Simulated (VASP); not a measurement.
# Li (P6_3/mmc) in VASP: a series of runs

The runs below take Li through electric field gradients, with PBEsol, PBE.

All numbers are computed with VASP 6.6.1; they aren't measurements. Logs are shortened: lines on timing, memory, paths and dates and some standing lists are left out, and cuts for length are marked.

## (1) The crystal as given

It takes space group P6_3/mmc (No. 194, hexagonal). Conventional cell: a = 3.111 Å, b = 3.111 Å, c = 5.093 Å, α = 90.00°, β = 90.00°, γ = 120.00°. Li (site symmetry -6m2) is surrounded by 12 Li at 3.11 to 3.12 Å.

This isn't the form of Li at room conditions, which is bcc.

## (2) Electric field gradients, PBEsol

The input, INCAR:

```
PREC = Accurate
ENCUT = 520
EDIFF = 1E-8
ISMEAR = -1
SIGMA = 0.08
LREAL = False
LASPH = True
NELM = 100
ALGO = Normal
ISIF = 2
LWAVE = False
LCHARG = False
GGA = PS
LEFG = True
NBANDS = 10
```

The input, KPOINTS:

```
Automatic mesh
0
Gamma
  15 15 8
```

The input, POSCAR:

```
Li
1.0
    3.1110021516      0.0000000000      0.0000000000
   -1.5555010758      2.6942068945      0.0000000000
    0.0000000000      0.0000000000      5.0930000000
Li
2
Direct
    0.3333333333      0.6666666667      0.2500000000
    0.6666666667      0.3333333333      0.7500000000
```

Potentials or basis: VASP PAW PBE potentials, release 64 (Li_sv).

Run with:

```
$ cat potpaw_PBE.64/Li_sv/POTCAR > POTCAR
$ mpirun -np 1 vasp_std > vasp.out
```

OUTCAR:

```text
PREC = Accurate
   ENCUT = 520
   EDIFF = 1E-8
   ISMEAR = -1
   LREAL = False
   LASPH = True
   NELM = 100
   ISIF = 2
   GGA = PS

 ion  position               nearest neighbor table
   1  0.333  0.667  0.250-
   2  0.667  0.333  0.750-

  LATTYP: Found a hexagonal cell.
 ALAT       =     3.1110021516
 C/A-ratio  =     1.6370930497

  Lattice vectors:

 A1 = (   3.1110021516,   0.0000000000,   0.0000000000)
 A2 = (  -1.5555010758,   2.6942068945,   0.0000000000)
 A3 = (   0.0000000000,   0.0000000000,   5.0930000000)

Analysis of symmetry for initial positions (statically):
=====================================================================
 Subroutine PRICEL returns:
 Original cell was already a primitive cell.

 Routine SETGRP: Setting up the symmetry group for a
 hexagonal supercell.

 Subroutine GETGRP returns: Found 24 space group operations
 (whereof 12 operations were pure point group operations)
 out of a pool of 24 trial point group operations.

The static configuration has the point symmetry D_3d.
 The point group associated with its full space group is D_6h.

Analysis of symmetry for dynamics (positions and initial velocities):
=====================================================================
 Subroutine PRICEL returns:
 Original cell was already a primitive cell.

 Routine SETGRP: Setting up the symmetry group for a
 hexagonal supercell.

 Subroutine GETGRP returns: Found 24 space group operations
 (whereof 12 operations were pure point group operations)
 out of a pool of 24 trial point group operations.

The dynamic configuration has the point symmetry D_3d.
 The point group associated with its full space group is D_6h.

 Subroutine INISYM returns: Found 24 space group operations
 (whereof 12 operations are pure point group operations),
 and found     1 'primitive' translations

----------------------------------------------------------------------------------------

                                     Primitive cell

  volume of cell :      42.6879

  direct lattice vectors                    reciprocal lattice vectors
     3.111002152  0.000000000  0.000000000     0.321439829  0.185583372  0.000000000
    -1.555501076  2.694206895  0.000000000     0.000000000  0.371166744  0.000000000
     0.000000000  0.000000000  5.093000000     0.000000000  0.000000000  0.196347929

  length of vectors
     3.111002152  3.111002152  5.093000000     0.371166744  0.371166744  0.196347929

  position of ions in fractional coordinates (direct lattice)
     0.333333333  0.666666667  0.250000000
     0.666666667  0.333333333  0.750000000

  ion indices of the primitive-cell ions
   primitive index   ion index
                 1           1
                 2           2

----------------------------------------------------------------------------------------

 KPOINTS: Automatic mesh

Automatic generation of k-mesh.
 Grid dimensions read from file:
 generate k-points for:   15   15    8

 Generating k-lattice:

  Cartesian coordinates                     Fractional coordinates (reciprocal lattice)
     0.021429322  0.012372225  0.000000000     0.066666667  0.000000000  0.000000000
     0.000000000  0.024744450  0.000000000     0.000000000  0.066666667  0.000000000
     0.000000000  0.000000000  0.024543491     0.000000000  0.000000000  0.125000000

  Length of vectors
     0.024744450  0.024744450  0.024543491

  Shift w.r.t. Gamma in fractional coordinates (k-lattice)
     0.000000000  0.000000000  0.000000000

 Subroutine IBZKPT returns following result:
 ===========================================

 Found    135 irreducible k-points:

 Following reciprocal coordinates:
            Coordinates               Weight
  0.000000  0.000000  0.000000      1.000000
  0.066667  0.000000  0.000000      6.000000
  0.133333 -0.000000  0.000000      6.000000
  0.200000 -0.000000  0.000000      6.000000
  0.266667 -0.000000  0.000000      6.000000
  0.333333 -0.000000  0.000000      6.000000
[... 16 lines left out ...]
  0.333333  0.200000  0.000000     12.000000
  0.400000  0.200000  0.000000      6.000000
 [... further k-points ...]
   k-points           NKPTS =    135   k-points in BZ     NKDIM =    135   number of bands    NBANDS=     10
   number of dos      NEDOS =    301   number of ions     NIONS =      2
   total plane-waves  NPLWV =  23040
   dimension x,y,z NGX =    24 NGY =   24 NGZ =   40
   dimension x,y,z NGXF=    48 NGYF=   48 NGZF=   80
   ions per type =               2
   NGX,Y,Z   is equivalent  to a cutoff of  12.83, 12.83, 13.06 a.u.
   NGXF,Y,Z  is equivalent  to a cutoff of  25.65, 25.65, 26.11 a.u.
 SYSTEM =  unknown system
   PREC   = accura    normal or accurate (medium, high low for compatibility)
   ISTART =      0    job   : 0-new  1-cont  2-samecut
   ICHARG =      2    charge: 1-file 2-atom 10-const
   ISPIN  =      1    spin polarized calculation?
   LNONCOLLINEAR =      F non collinear calculations
   LSORBIT =      F    spin-orbit coupling
   LASPH  =      T    aspherical Exc in radial PAW
   ENCUT  =  520.0 eV  38.22 Ry    6.18 a.u.   5.78  5.78  9.47*2*pi/ulx,y,z
   NELM   =    100;   NELMIN=  2; NELMDL= -5     # of ELM steps
   EDIFF  = 0.1E-07   stopping-criterion for ELM
   LREAL  =      F    real-space projection
   EDIFFG = 0.1E-06   stopping-criterion for IOM
   NSW    =      0    number of steps for IOM
   IBRION =     -1    ionic relax: 0-MD 1-quasi-New 2-CG
   NFREE  =      0    steps in history (QN), initial steepest desc. (CG)
   ISIF   =      2    stress and relaxation
   ISYM   =      2    0-nonsym 1-usesym 2-fastsym
   POTIM  = 0.5000    time-step for ionic-motion
   TEBEG  =    0.0;   TEEND  =   0.0 temperature during run
   PSTRESS=    0.0 pullay stress
   NELECT =       6.0000    total number of electrons
   NUPDOWN=      -1.0000    fix difference up-down
   EMIN   =  10.00;   EMAX   =-10.00  energy-range for DOS
   EFERMI =   0.00;   METHOD = LEGACY
   ISMEAR =    -1;   SIGMA  =   0.08  broadening in eV -4-tet -1-fermi 0-gaus
   EFERMI_NEDOS =   21; number of points for ismear=-14 and -15
   IALGO  =     38    algorithm
   IMIX   =      4    mixing-type and parameters
     AMIX     =   0.40;   BMIX     =  1.00
     AMIX_MAG =   1.60;   BMIX_MAG =  1.00
  volume/ion in A,a.u.               =      21.34       144.04
  Fermi-wavevector in a.u.,A,eV,Ry     =   0.851184  1.608505  9.857621  0.724515
  Thomas-Fermi vector in A             =   1.967278
   LORBIT       =      0    0 simple, 1 ext, 2 COOP (PROOUT), +10 PAW based schemes
   GGA     = PS    functional components
   LHFCALC =     F    Hartree Fock is set to
   AEXX    =    0.0000 exact exchange contribution
   IVDW    =     0    specifies the selected vdW correction
   LEPSILON=     F    determine dielectric tensor
   LRPA    =     F    only Hartree local field effects (RPA)
 non-spin polarized calculation
  energy-cutoff  :      520.00
  volume of cell :       42.69
 maximum number of plane-waves:      1182
 NGX is ok and might be reduce to    24
   NGX = 11   NGY = 11   NGZ = 19

 number of electron       5.9999990 magnetization

 Free energy of the ion-electron system (eV)
  ---------------------------------------------------
  ext. energy  EPLUGINS =         0.00000000
  ---------------------------------------------------
  free energy    TOTEN  =        -3.93993266 eV

  energy without entropy =       -3.91838907  energy(sigma->0) =       -3.92916087

 E-fermi :   0.4880     XC(G=0):  -6.8929

 val. band max:        0.4858660828   @ k =   0.4667   0.0667   0.0000
 cond. band min:       0.4955414836   @ k =   0.4000  -0.0000   0.5000
 fundamental gap:      0.0096754008
 Fermi energy:         0.4880269707

 k-point     1 :       0.0000    0.0000    0.0000
  band No.  band energies     occupation
      1     -45.5146      2.00000
      2     -45.4994      2.00000
      3      -3.0006      2.00000
      4       0.4783      1.06081
      5       3.2361      0.00000
      6      12.5485      0.00000
      7      12.5486      0.00000
      8      13.8983      0.00000
      9      13.8983      0.00000
     10      14.4262      0.00000
[... 287 lines left out ...]
 k-point    24 :       0.4000    0.2000    0.0000
  band No.  band energies     occupation
      1     -45.4975      2.00000
      2     -45.4945      2.00000
      3       0.9948      0.00354
      4       1.9272      0.00000
      5       4.6668      0.00000
      6       5.6238      0.00000
      7       6.5201      0.00000
      8       6.6504      0.00000
      9      10.1382      0.00000
     10      10.5620      0.00000

 [... further k-points ...]

------------------------ aborting loop because EDIFF is reached ----------------------------------------

  FORCE on cell =-STRESS in cart. coord.  units (eV):
  Direction    XX          YY          ZZ          XY          YZ          ZX
  --------------------------------------------------------------------------------------
  -------------------------------------------------------------------------------------
  Total       -0.2001174     -0.2001174     -0.2029967      0.0000000     -0.0000000      0.0000000
  in kB       -7.5108742     -7.5108742     -7.6189402      0.0000000     -0.0000000      0.0000000
  external PRESSURE =      -7.5468962 kB  Pullay stress =       0.0000000 kB

 VOLUME and BASIS-vectors are now :
 -----------------------------------------------------------------------------
  energy-cutoff  :      520.00
  volume of cell :       42.69
      direct lattice vectors                 reciprocal lattice vectors
     3.111002152  0.000000000  0.000000000     0.321439829  0.185583372  0.000000000
    -1.555501076  2.694206895  0.000000000     0.000000000  0.371166744  0.000000000
     0.000000000  0.000000000  5.093000000     0.000000000  0.000000000  0.196347929

 POSITION                                       TOTAL-FORCE (eV/Angst)
 -----------------------------------------------------------------------------------
     -0.00000      1.79614      1.27325         0.000000     -0.000000      0.000000
      1.55550      0.89807      3.81975        -0.000000      0.000000      0.000000
 -----------------------------------------------------------------------------------
    total drift:                               -0.000000      0.000000      0.000000

  FREE ENERGIE OF THE ION-ELECTRON SYSTEM (eV)
  ---------------------------------------------------
  free  energy   TOTEN  =        -3.9399326634 eV

  energy  without entropy=       -3.9183890675  energy(sigma->0) =       -3.92916087

 Electric field gradients (V/A^2)
---------------------------------------------------------------------
 ion       V_xx      V_yy      V_zz      V_xy      V_xz      V_yz
---------------------------------------------------------------------
   1       0.005     0.004    -0.009    -0.001     0.000    -0.000
   2       0.005     0.004    -0.009    -0.001    -0.000     0.000
---------------------------------------------------------------------

 Electric field gradients after diagonalization (V/A^2)
 (convention: |V_zz| > |V_xx| > |V_yy|)
----------------------------------------------------------------------
 ion       V_xx      V_yy      V_zz     asymmetry (V_yy - V_xx)/ V_zz
----------------------------------------------------------------------
   1       0.006     0.003    -0.009       0.295
   2       0.006     0.003    -0.009       0.295
----------------------------------------------------------------------

           NMR quadrupolar parameters

 Cq : quadrupolar parameter    Cq=e*Q*V_zz/h
 eta: asymmetry parameters     (V_yy - V_xx)/ V_zz
 Q  : nuclear electric quadrupole moment in mb (millibarn)
----------------------------------------------------------------------
 ion       Cq(MHz)       eta       Q (mb)
----------------------------------------------------------------------
   1      -0.000       0.295       1.000
   2      -0.000       0.295       1.000
----------------------------------------------------------------------
```

It took 41 s on 1 thread of Intel Xeon Platinum 8259CL at 2.50GHz (Skylake/Cascade Lake), shared host; peak memory 0.17 GiB.

Results:

```yaml
Free_energy: -3.9399 eV
Band_gap_on_the_k_mesh: none (metal or under the smearing width)
```

Electric field gradients, principal values (V/Å²):
| atom | Vxx | Vyy | Vzz |
| --- | --- | --- | --- |
| 1 Li | 0.003 | 0.006 | -0.009 |
| 2 Li | 0.003 | 0.006 | -0.009 |

Caveat: the cutoff is under 1.25 times the usual one of these potentials, so pressure, stress and relaxed cells hold a basis-set (Pulay) error; the PAW data sets were made with another functional, which shifts forces and pressure a little.

[end of part 1 of 2]
